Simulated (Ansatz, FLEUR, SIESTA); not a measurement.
## C: programs and potentials compared

```
CELL_PARAMETERS angstrom
0.00000 1.78337 1.78337
1.78337 0.00000 1.78337
1.78337 1.78337 0.00000
ATOMIC_POSITIONS crystal
C 0.75000 0.75000 0.75000
C 0.50000 0.50000 0.50000
```

Alike in all runs: task equation of state; functional PBE; k mesh 13 × 13 × 13; occupations fermi-dirac, width 0.05 eV; no spin polarisation; no spin-orbit coupling.

| program and potentials | plane-wave cutoff (eV) | notes | equilibrium volume (Å³/atom) | bulk modulus (GPa) |
| --- | --- | --- | --- | --- |
| Ansatz, SSSP efficiency PAW | 612 | - | 5.70 | 433.7 |
| Ansatz, Ansatz PAW (files of its older set among them) | 820 | - | 5.69 | 433.7 |
| Ansatz, JTH PAW | 780 | - | 5.69 | 433.8 |
| Ansatz, Ansatz PAW | 420 | - | 5.70 | 433.2 |
| Ansatz, PseudoDojo standard | 1116 | - | ? | ? |
| FLEUR, all-electron, FLAPW | - | - | 5.70 | 434.1 |
| SIESTA, files sg15-pbe-1.2, DZP (energy shift 0.002 Ry) | - | atomic basis | 5.77 | 428.3 |

Q: Estimate from the other rows what the run with Ansatz, PseudoDojo standard gave.

A: Equilibrium volume 5.70 Å³/atom; bulk modulus 432.4 GPa. The other rows, which needn't bracket it: equilibrium volume 5.69 to 5.77; bulk modulus 428.3 to 434.1.
